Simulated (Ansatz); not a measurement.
Bi2Te3: pressure against volume per atom

Results calculated with Ansatz 0.2.0, not measured. Periodic Kohn-Sham DFT of a crystal at fixed atoms; pressure and stress are positive in compression; the energy is the free energy less that of spherical unpolarised free atoms; site moments are those in the method's own spheres, positive along +z.

Cell of the first row (space group R-3m, No. 166):
```
cell vectors (Å)
   2.1482     1.2403     9.9581
  -2.1482     1.2403     9.9581
   0.0000    -2.4806     9.9581
atoms (fractions of the cell vectors)
Bi  0.40000  0.40000  0.40000
Bi  0.60000  0.60000  0.60000
Te  0.00000  0.00000  0.00000
Te  0.20950  0.20950  0.20950
Te  0.79050  0.79050  0.79050
```

Settings of every row: method frozen-core PAW; functional PBE; relativity scalar; k mesh 7x7x7; filling fermi-dirac; smearing width 0.08 eV; wave cutoff 420 eV; paw set soft_2.

Atom start moment: 0 on all atoms.

Limits: a layered crystal: even scaling strains the bonds within the layers, so this curve is stiffer than the crystal under pressure; no spin-orbit coupling on heavy atoms; small gap, it may come from the mesh.

| row | volume per atom (Å³) | pressure (GPa) |
| --- | --- | --- |
| 1 | 31.839 | 5.824 |
| 2 | 32.517 | ? |
| 3 | 33.194 | 3.072 |
| 4 | 33.533 | 2.472 |
| 5 | 33.871 | 1.904 |
| 6 | 34.21 | 1.365 |
| 7 | 34.549 | 0.855 |
| 8 | 35.226 | -0.086 |
| 9 | 35.904 | -0.932 |

Question: what pressure should row 2 give?

Worked fit of pressure. Take u = (V_r/V)^(2/3) − 1 with V_r = 34.041 Å³ an atom, which is twice the finite (Eulerian) strain; such expansions in the strain, on which the Birch-Murnaghan equation of state is built, carry the rest volume and the bulk modulus. The shown rows have u = 0.04559, 0.01694, 0.01007, 0.00334, -0.0033, -0.00983, -0.02255, -0.0349. Least squares give pressure = 1.6307 + 81.176 × u + 228.46 × u² + 187 × u³ GPa; a parabola predicts inner rows, each left out in turn, worse (root mean square 0.0028 against 0.00053 GPa). All shown rows lie on it to the printed digit. The pressure vanishes at u = -0.0213, or V = 35.16 Å³ an atom, and there the bulk modulus at fixed shape and fractions is B = −V dP/dV = (2/3)(1 + u) dP/du = 46.8 GPa. Letting shape and atoms relax would as a rule lower it, by much in layered, chain or molecular crystals. The withheld row has u = 0.03101, so the fit gives 1.6307 + 81.176 × (0.03101) + 228.46 × (0.03101)² + 187 × (0.03101)³ = 4.373 GPa.

The calculation gave 4.374 GPa. The fit lies 0.001 GPa (0.015 % of the column's range) below it, one unit of the last digit.
